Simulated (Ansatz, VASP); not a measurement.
# Two plane-wave programs on PtSe2 (Sudovikovite)

File INCAR:

```
SYSTEM = PtSe2
PREC = Accurate ; ENCUT = 520
EDIFF = 1E-7 ; ISMEAR = 0
SIGMA = 0.02 ; LREAL = .FALSE.
LASPH = .TRUE. ; NELM = 80
ALGO = Normal ; ISIF = 2
LWAVE = .FALSE. ; LCHARG = .TRUE.
GGA = PE ; LELF = .TRUE.
```

The input KPOINTS:

```
Automatic mesh
0
G
  8 8 5
  0 0 0
```

File POSCAR:

```
PtSe2
1.0
    3.7240000000      0.0000000000      0.0000000000
   -1.8620000000      3.2250786037      0.0000000000
    0.0000000000      0.0000000000      5.0620000000
Pt Se
1 2
Direct
    0.0000000000      0.0000000000      0.0000000000
    0.6666666667      0.3333333333      0.7500000000
    0.3333333333      0.6666666667      0.2500000000
```

File input.yaml:

```yaml
crystal:
  lattice:
    - [3.724, 0.0, 0.0]
    - [-1.862, 3.2250786037, 0.0]
    - [0.0, 0.0, 5.062]
  atoms:
    - { symbol: Pt, position: [0.0, 0.0, 0.0] }
    - { symbol: Se, position: [0.6666666667, 0.3333333333, 0.75] }
    - { symbol: Se, position: [0.3333333333, 0.6666666667, 0.25] }
hamiltonian:
  xc: pbe
  pseudopotentials: { kind: paw }
kpoints:
  mp_grid: { grid: [8, 8, 5] }
scf:
  occupations: { method: gaussian, width: 0.02 }
output:
  forces: true
  stress: true
  eigenvalues: true
```

Alike in both runs: functional PBE; k mesh 8 × 8 × 5; occupations gaussian, width 0.02 eV; no spin polarisation.

|  | VASP | Ansatz |
| --- | --- | --- |
| version | VASP 6.6.1 | Ansatz 0.2.0 |
| potentials or method | VASP PAW PBE potentials, release 64 (Pt, Se) | Ansatz PAW |
| plane-wave cutoff (eV) | 520 | 420 |
| valence electrons in the cell | 22 | 50 |
| task | electron localisation function | single point |

```csv
,VASP,Ansatz,Ansatz less VASP
gap on the k mesh at the Fermi level (eV),none,none,-
pressure (GPa),7.3,7.3,+0.01
largest component of the traceless stress (GPa),1.15,1.15,-0.005
rms of the force components (eV/Å),0.271,0.269,-0.0025
```

Atom by atom the forces differ by 0.002 eV/Å (rms over components). A gap of «none» marks a metal or a gap that the smearing closes. The two sets of potentials don't hold the same shells in valence.

Spin-orbit coupling is left out, which matters for the levels of Pt.
